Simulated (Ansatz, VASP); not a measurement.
Au: VASP beside Ansatz

The input INCAR:

```
PREC = Accurate
ENCUT = 520
EDIFF = 1E-6
ISMEAR = 0
SIGMA = 0.1
LREAL = F
LASPH = T
NELM = 60
ALGO = Normal
ISIF = 2
LWAVE = F
LCHARG = F
GGA = PE
NBANDS = 18
```

The input KPOINTS:

```
Automatic mesh
0
Gamma
  12 12 12
```

File POSCAR:

```
Au
1.0
    3.3013090383      0.0000000000      0.0000000000
    0.0000000000      3.3013090383      0.0000000000
    0.0000000000      0.0000000000      3.3013090383
Au
2
Direct
    0.0000000000      0.0000000000      0.0000000000
    0.5000000000      0.5000000000      0.5000000000
```

Input for Ansatz:

```yaml
crystal:
  lattice:
    - [3.3013090383, 0.0, 0.0]
    - [0.0, 3.3013090383, 0.0]
    - [0.0, 0.0, 3.3013090383]
  atoms:
    - { symbol: Au, position: [0.0, 0.0, 0.0] }
    - { symbol: Au, position: [0.5, 0.5, 0.5] }
basis:
  ecutwfc: 420
kpoints:
  mp_grid: { grid: [12, 12, 12] }
hamiltonian:
  xc: pbe
scf:
  occupations: { method: gaussian, width: 0.1 }
output:
  forces: true
  stress: true
  eigenvalues: true
```

Alike in both runs: task single point; functional PBE; k mesh 12 × 12 × 12; occupations gaussian, width 0.1 eV; no spin polarisation.

|  | VASP | Ansatz |
| --- | --- | --- |
| version | VASP 6.6.1 | Ansatz 0.2.0 |
| potentials or method | VASP PAW PBE potentials, release 64 (Au) | scalar-relativistic, plane waves, PAW |
| plane-wave cutoff (eV) | 520 | 420 |
| valence electrons in the cell | 22 | 38 |

```tsv
	VASP	Ansatz	Ansatz less VASP
gap on the k mesh at the Fermi level (eV)	none	none	-
pressure (GPa)	0.0	0.2	+0.23
```

A gap of «none» marks a metal or a gap that the smearing closes. The two sets of potentials don't hold the same shells in valence.

Spin-orbit coupling is left out, which matters for the levels of Au.
